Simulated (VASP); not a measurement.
# Ni (Fm-3m) in VASP: notebook, part 3 of 3

VASP 6.6.1.

### Step 6. Single point, PBE, collinear spin, ferromagnetic start (a relaxed cell with its volume scaled by 0.91)

File INCAR:

```
SYSTEM = Ni
PREC     = Accurate       ! precision mode
ENCUT    = 520            ! plane-wave cutoff, eV
EDIFF    = 1E-7           ! SCF threshold, eV
ISMEAR   = 0              ! smearing method
SIGMA    = 0.1            ! smearing width, eV
LREAL    = .False.        ! projectors in reciprocal space
LASPH    = .True.         ! aspherical terms in the spheres
NELM     = 100            ! most SCF steps
ALGO     = Fast           ! electronic algorithm
ISIF     = 2              ! what is computed and relaxed
LWAVE    = .False.        ! write WAVECAR
LCHARG   = .False.        ! write CHGCAR
ISPIN    = 2              ! spin polarisation
MAGMOM   = 0.8            ! initial moments
LORBIT   = 11             ! projections on sites
LMAXMIX  = 4              ! l up to which the mixer works
GGA      = PE             ! functional
```

File KPOINTS:

```
regular mesh
0
Gamma
  12 12 12
  0 0 0
```

File POSCAR:

```
Ni                                      
1.0
    0.0000000000      1.7058499425      1.7058499425
    1.7058499425      0.0000000000      1.7058499425
    1.7058499425      1.7058499425      0.0000000000
  Ni            
     1
Direct
     0.0000000000000000    0.0000000000000000    0.0000000000000000
```

Potentials or basis: VASP PAW PBE potentials, release 64 (Ni).

The run is started by

```
> cat potpaw_PBE.64/Ni/POTCAR > POTCAR
> mpirun -np 1 vasp_std > vasp.out
```

OUTCAR:

```text
SYSTEM = Ni
   PREC = Accurate
   ENCUT = 520
   EDIFF = 1E-7
   ISMEAR = 0
   LREAL = .False.
   LASPH = .True.
   NELM = 100
   ISIF = 2
   ISPIN = 2
   LORBIT = 11
   GGA = PE

 ion  position               nearest neighbor table
   1  0.000  0.000  0.000-

  LATTYP: Found a face centered cubic cell.
 ALAT       =     3.4116998850

  Lattice vectors:

 A1 = (   0.0000000000,   1.7058499425,   1.7058499425)
 A2 = (   1.7058499425,   0.0000000000,   1.7058499425)
 A3 = (   1.7058499425,   1.7058499425,   0.0000000000)

Analysis of symmetry for initial positions (statically):
=====================================================================
 Subroutine PRICEL returns:
 Original cell was already a primitive cell.

 Routine SETGRP: Setting up the symmetry group for a
 face centered cubic supercell.

 Subroutine GETGRP returns: Found 48 space group operations
 (whereof 48 operations were pure point group operations)
 out of a pool of 48 trial point group operations.

The static configuration has the point symmetry O_h .

Analysis of symmetry for dynamics (positions and initial velocities):
[... 486 lines left out ...]
      8      39.7949      0.00000
      9      39.7949      0.00000
[... 265 lines left out ...]
 k-point    24 :      -0.4167    0.1667    0.0000
  band No.  band energies     occupation
      1       6.4255      1.00000
      2       8.0102      1.00000
      3       8.7826      1.00000
      4       9.0788      1.00000
      5      10.7407      0.42530
      6      13.4176      0.00000
      7      17.9116      0.00000
      8      28.5699      0.00000
      9      33.7305      0.00000

 [... further k-points ...]

------------------------ aborting loop because EDIFF is reached ----------------------------------------

  FORCE on cell =-STRESS in cart. coord.  units (eV):
  Direction    XX          YY          ZZ          XY          YZ          ZX
  --------------------------------------------------------------------------------------
  -------------------------------------------------------------------------------------
  Total        1.3933194      1.3933194      1.3933194      0.0000000      0.0000000      0.0000000
  in kB      224.8582393    224.8582393    224.8582393      0.0000000      0.0000000      0.0000000
  external PRESSURE =     224.8582393 kB  Pullay stress =       0.0000000 kB

 VOLUME and BASIS-vectors are now :
 -----------------------------------------------------------------------------
  energy-cutoff  :      520.00
  volume of cell :        9.93
      direct lattice vectors                 reciprocal lattice vectors
     0.000000000  1.705849942  1.705849942    -0.293109017  0.293109017  0.293109017
     1.705849942  0.000000000  1.705849942     0.293109017 -0.293109017  0.293109017
     1.705849942  1.705849942  0.000000000     0.293109017  0.293109017 -0.293109017

 POSITION                                       TOTAL-FORCE (eV/Angst)
 -----------------------------------------------------------------------------------
      0.00000      0.00000      0.00000        -0.000000     -0.000000     -0.000000
 -----------------------------------------------------------------------------------
    total drift:                                0.000000     -0.000000     -0.000000

  FREE ENERGIE OF THE ION-ELECTRON SYSTEM (eV)
  ---------------------------------------------------
  free  energy   TOTEN  =        -5.4103304320 eV

  energy  without entropy=       -5.4007745177  energy(sigma->0) =       -5.40555247

 total charge

# of ion       s       p       d       tot
------------------------------------------
    1        0.539   0.585   8.366   9.489

 magnetization (x)

# of ion       s       p       d       tot
------------------------------------------
    1       -0.008  -0.027   0.610   0.575
```

stdout:

```text
POSCAR found type information on POSCAR Ni
 POSCAR found :  1 types and       1 ions
 scaLAPACK will be used
 LDA part: xc-table for (Slater+PW92), standard interpolation
 POSCAR, INCAR and KPOINTS ok, starting setup
 FFT: planning ... GRIDC
 FFT: planning ... GRID_SOFT
 FFT: planning ... GRID
 WAVECAR not read
 entering main loop
WARNING in EDDRMM: call to ZHEGV failed, returncode =   8  4      7
```

Run time: 14 s. Hardware: 1 thread of Intel Xeon Platinum 8488C (Sapphire Rapids), shared host; peak memory 0.13 GiB.

What came out:

```yaml
Free_energy: -5.4103 eV
Pressure: 22.5 GPa
Band_gap_on_the_k_mesh: none (metal or under the smearing width)
Net_moment: 0.57 μB per cell
Site_moments: Ni +0.57 μB
Valence_electrons_inside_the_program's_atomic_spheres: Ni 9.49
```

Caveat: so large a pressure means that the cell lies far from this level's equilibrium, or that cutoff or potentials fall short.

### Step 7. Single point, PBE, collinear spin, ferromagnetic start (a relaxed cell with its volume scaled by 1.09)

INCAR is that of step 6.

KPOINTS is that of step 6.

File POSCAR:

```
Ni                                      
1.0
    0.0000000000      1.8116287063      1.8116287063
    1.8116287063      0.0000000000      1.8116287063
    1.8116287063      1.8116287063      0.0000000000
  Ni            
     1
Direct
     0.0000000000000000    0.0000000000000000    0.0000000000000000
```

The run is started by

```
> cat potpaw_PBE.64/Ni/POTCAR > POTCAR
> mpirun -np 1 vasp_std > vasp.out
```

Run time: 14 s. Hardware: 1 thread of Intel Xeon Platinum 8488C (Sapphire Rapids), shared host; peak memory 0.14 GiB.

Results (log left out):

| Property | Result |
| --- | --- |
| Free energy | -5.4283 eV |
| Pressure | -13.6 GPa |
| Band gap on the k mesh | none (metal or under the smearing width) |
| Net moment | 0.70 μB per cell |
| Site moments | Ni +0.72 μB |
| Valence electrons inside the program's atomic spheres | Ni 9.16 |

Levels at points of the mesh, in eV from the Fermi level:
Spin up:
| k point | band 2 | band 3 | band 4 | band 5 | band 6 | band 7 | band 8 | band 9 |
| --- | --- | --- | --- | --- | --- | --- | --- | --- |
| (0.00, 0.00, 0.00) | -2.28 | -2.28 | -2.28 | -1.23 | -1.23 | 22.97 | 26.13 | 26.13 |
| (0.50, 0.00, 0.00) | -2.25 | -2.25 | -0.68 | -0.68 | -0.13 | 5.03 | 21.50 | 23.15 |
| (0.50, 0.50, 0.00) | -3.81 | -0.62 | -0.58 | -0.58 | 2.40 | 8.43 | 14.01 | 14.01 |
Spin down:
| k point | band 2 | band 3 | band 4 | band 5 | band 6 | band 7 |
| --- | --- | --- | --- | --- | --- | --- |
| (0.00, 0.00, 0.00) | -1.44 | -1.44 | -1.44 | -0.58 | -0.58 | 22.77 |
| (0.50, 0.00, 0.00) | -1.56 | -1.56 | -0.20 | 0.16 | 0.16 | 5.49 |
| (0.50, 0.50, 0.00) | -3.11 | 0.06 | 0.38 | 0.38 | 2.35 | 8.69 |

### Step 8. The runs side by side

| cell | gap on the mesh (eV) | pressure (GPa) | moment (μB) |
| --- | --- | --- | --- |
| a relaxed cell with its volume scaled by 0.97 | none | 6.3 | 0.66 |
| a relaxed cell with its volume scaled by 1.03 | none | -5.4 | 0.69 |
| a relaxed cell with its volume scaled by 0.94 | none | 13.8 | 0.63 |
| a relaxed cell with its volume scaled by 1.06 | none | -9.8 | 0.70 |
| a relaxed cell with its volume scaled by 0.91 | none | 22.5 | 0.57 |
| a relaxed cell with its volume scaled by 1.09 | none | -13.6 | 0.70 |

Alike in all rows: task single point; level PBE; potentials or basis VASP PAW PBE potentials, release 64 (Ni); spin collinear, ferromagnetic start; k mesh 12 × 12 × 12; cutoff (eV) 520; smearing gaussian 0.1 eV.

Caveats: so large a pressure means that the cell lies far from this level's equilibrium, or that cutoff or potentials fall short (some runs).

Total energies depend on the potentials used, so only differences within one code and one set of settings carry meaning.
